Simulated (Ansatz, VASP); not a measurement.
Ga in VASP and in Ansatz

Contents of INCAR:

```
SYSTEM = Ga
PREC = Accurate
ENCUT = 600
EDIFF = 1E-6
ISMEAR = 0
SIGMA = 0.1
LREAL = .FALSE.
LASPH = .TRUE.
NELM = 80
ALGO = Normal
ISIF = 3
LWAVE = .FALSE.
LCHARG = .FALSE.
GGA = PE
IBRION = 2
NSW = 90
EDIFFG = -0.04
```

Contents of KPOINTS:

```
Automatic mesh
0
G
  6 6 8
  0 0 0
```

The input POSCAR:

```
Ga
1.0
    2.8430202600      0.0000000000      0.0000000000
    0.0000000000      2.8430202600      0.0000000000
    0.0000000000      0.0000000000      2.1282275400
Ga
1
Direct
    0.0000000000      0.0000000000      0.0000000000
```

Input for Ansatz:

```yaml
crystal:
  lattice:
    - [2.84302026, 0.0, 0.0]
    - [0.0, 2.84302026, 0.0]
    - [0.0, 0.0, 2.12822754]
  atoms:
    - { symbol: Ga, position: [0.0, 0.0, 0.0] }
basis:
  ecutwfc: 420
kpoints:
  mp_grid: { grid: [6, 6, 8] }
hamiltonian:
  xc: pbe
scf:
  occupations: { method: gaussian, width: 0.1 }
  lower_state_search: "off"
output:
  forces: true
  stress: true
  eigenvalues: true
relax:
  adjacent_minimum: "off"
  f_tol: 0.04
  max_steps: 70
  cell: { stress_tol: 0.4 }
```

Alike in both runs: task relaxation of cell and atoms; functional PBE; k mesh 6 × 6 × 8; occupations gaussian, width 0.1 eV; no spin polarisation.

```csv
,VASP,Ansatz
version,VASP 6.6.1,Ansatz 0.2.0
potentials or method,"VASP PAW PBE potentials, release 64 (Ga_d)","scalar-relativistic, plane waves, PAW"
plane-wave cutoff (eV),600,420
valence electrons in the cell,13,13
```

```tsv
	VASP	Ansatz	Ansatz less VASP
gap on the k mesh at the Fermi level, each at its own relaxed structure (eV)	none	none	-
relaxed volume (Å³/atom)	20.33	20.33	-0.003
relaxed cell length with the largest relative difference (Å)	2.658	2.661	+0.0030
energy change over the relaxation (meV/atom)	-677	-670	+6.7
```

A gap of «none» marks a metal or a gap that the smearing closes.

Caveats: the k mesh is coarse (spacing up to 0.37 Å⁻¹), so the values aren't converged; the volume moved by over 15 % at a fixed basis, so the end points are rough (VASP).
